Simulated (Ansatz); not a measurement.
Cell and atoms are relaxed with the symmetry kept. Start:

```cif
data_structure
_symmetry_space_group_name_H-M 'Imma'
_symmetry_Int_Tables_number 74
_cell_length_a 6.4978
_cell_length_b 6.8289
_cell_length_c 6.8280
_cell_angle_alpha 90.000
_cell_angle_beta 90.000
_cell_angle_gamma 90.000
_cell_volume 302.98
loop_
_atom_site_label
_atom_site_type_symbol
_atom_site_symmetry_multiplicity
_atom_site_Wyckoff_symbol
_atom_site_fract_x
_atom_site_fract_y
_atom_site_fract_z
_atom_site_occupancy
Sn1 Sn 4 e 0.00000 0.75000 0.24640 1
Sn2 Sn 4 c 0.25000 0.25000 0.25000 1
O1 O 8 i 0.25272 0.25000 0.94350 1
O2 O 8 h 0.50000 0.44351 0.25406 1
```

These are results of DFT PBE, scalar-relativistic, plane waves, PAW (Ansatz 0.2.0), not measurements.

Plane waves to 420 eV, a k mesh through Γ of 6×6×6 on the computed 12-atom cell and Gaussian smearing (0.02 eV); no spin polarisation.

Problem. What does it relax to?

Solution. The volume drops by 0.05 Å³/atom to 12.58 Å³/atom, and the energy falls by 0.5 meV/atom. Final structure:
Space group P4_2/mnm (No. 136). a = 4.827 Å, b = 4.827 Å, c = 3.238 Å, α = 90.00°, β = 90.00°, γ = 90.00°
| atom | site | symmetry | x | y | z |
| --- | --- | --- | --- | --- | --- |
| Sn | 2a | m.mm | 0.0000 | 0.0000 | 0.0000 |
| O | 4g | m.2m | 0.8066 | 0.8066 | 0.5000 |